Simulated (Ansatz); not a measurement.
# A series in volume per atom on Si

All results are calculated (Ansatz 0.2.0). Periodic Kohn-Sham DFT of a crystal at fixed atoms; pressure and stress are positive in compression; the energy is the free energy less that of spherical unpolarised free atoms; site moments are those in the method's own spheres, positive along +z.

Cell of the first row (space group Fd-3m, No. 227):
```
CELL_PARAMETERS angstrom
0.00000 2.66000 2.66000
2.66000 0.00000 2.66000
2.66000 2.66000 0.00000
ATOMIC_POSITIONS crystal
Si 0.50000 0.50000 0.50000
Si 0.75000 0.75000 0.75000
```

Settings of every row: method all-electron PAW; functional PBE; relativity scalar; k mesh 11x11x11; filling fermi-dirac; smearing width 0.08 eV; nucleus gaussian.

Atom start moment: 0 on all atoms.

| row | volume per atom (Å³) | pressure (GPa) |
| --- | --- | --- |
| 1 | 18.822 | 8.783 |
| 2 | 18.832 | 8.717 |
| 3 | 19.222 | 6.275 |
| 4 | 19.623 | 4.011 |
| 5 | 19.823 | 2.964 |
| 6 | 20.023 | ? |
| 7 | 20.224 | 1.025 |
| 8 | 20.424 | 0.128 |
| 9 | 20.824 | -1.531 |
| 10 | 21.225 | -3.026 |

Question: what pressure should row 6 give?

Worked fit of pressure. Take u = (V_r/V)^(2/3) − 1 with V_r = 19.823 Å³ an atom, which is twice the finite (Eulerian) strain; such expansions in the strain, on which the Birch-Murnaghan equation of state is built, carry the rest volume and the bulk modulus. The shown rows have u = 0.03515, 0.03478, 0.02074, 0.00678, 0, -0.01326, -0.01971, -0.03231, -0.04454. Least squares give pressure = 2.9643 + 151.507 × u + 391.41 × u² + 219 × u³ GPa; a parabola predicts inner rows, each left out in turn, worse (root mean square 0.004 against 0.0019 GPa). The rows lie off it by 0.000, 0.001, -0.002, 0.001, 0.000, 0.001, 0.000, -0.001, 0.001. The pressure vanishes at u = -0.0207, or V = 20.45 Å³ an atom, and there the bulk modulus at fixed shape and fractions is B = −V dP/dV = (2/3)(1 + u) dP/du = 88.5 GPa. The withheld row has u = -0.00667, so the fit gives 2.9643 + 151.507 × (-0.00667) + 391.41 × (-0.00667)² + 219 × (-0.00667)³ = 1.971 GPa.

The calculation gave 1.97 GPa. The fit lies 0.001 GPa (0.0085 % of the column's range) above it, one unit of the last digit.
